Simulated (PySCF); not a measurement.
C2H2Cl2.
SMILES with atom numbers: `[Cl:1]/[CH:2]=[CH:3]\[Cl:4]` (hydrogens: H5 on C2; H6 on C3)

Method: PBE0-D3(BJ)/def2-SVP geometry optimisation, gas phase in PySCF; density fitting, grid level 1; the optimiser is geomeTRIC in internal coordinates, started from a GFN2-xTB structure with every atom displaced at random (about 0.01 Å).

Step 0: E = -27130.9799 eV
```
atom  x, y, z in Å  |  force x, y, z in eV/Å
Cl1     1.2667    0.5385   -0.0355   -0.014   0.082   0.000
C2      0.1986   -0.7971    0.0141   -0.266   0.103  -0.026
C3     -1.1365   -0.7046    0.0744    1.396   0.594  -0.023
Cl4    -1.9322    0.7852    0.1166   -0.524   0.526   0.023
H5      0.7032   -1.7532   -0.0177    0.059  -0.403   0.014
H6     -1.7461   -1.5748    0.1130   -0.652  -0.902   0.012
```

Step 1: E = -27131.0133 eV
```
atom  x, y, z in Å  |  force x, y, z in eV/Å
Cl1     1.2944    0.5343   -0.0399   -0.003   0.013  -0.004
C2      0.2115   -0.7911    0.0104    0.119   0.034   0.024
C3     -1.1146   -0.6828    0.0809   -0.319  -0.137  -0.033
Cl4    -1.9888    0.7959    0.1207    0.147  -0.138   0.006
H5      0.6881   -1.7750   -0.0124   -0.046   0.040  -0.004
H6     -1.7370   -1.5873    0.1053    0.101   0.188   0.011
```

**Question.** Estimate the geometry and energy of step 2. (The exact step hangs on the optimiser's Hessian estimate; all steps are aligned on step 1, rigid shifts and turns removed.)

**Answer.** E = -27131.0104 eV, largest force 0.216 eV/Å
```
atom  x, y, z in Å  |  force x, y, z in eV/Å
Cl1     1.2673    0.5509   -0.0392   -0.001  -0.045   0.001
C2      0.2069   -0.7929    0.0116    0.075  -0.157  -0.001
C3     -1.1221   -0.7026    0.0768    0.070   0.205   0.000
Cl4    -1.9401    0.8017    0.1203   -0.177  -0.033   0.006
H5      0.6950   -1.7693   -0.0114    0.021  -0.002  -0.006
H6     -1.7533   -1.5937    0.1068    0.012   0.033   0.000
```

The energy changes by +0.0028 eV. The first-order estimate −F·Δx gives -0.0084 eV and the mean of the old and new forces, exact on a quadratic surface, +0.0030 eV. The step makes an angle of 74° with the force vector and moves no atom by more than 0.049 Å. The energy falls at the start of this step and ends higher, so the step passed the lowest point of its straight line.

What follows is the cost of the whole optimisation. On an Arm Neoverse V2 with one thread, on a shared host, this took 8.1 s wall and 0.32 GiB of memory at its peak.
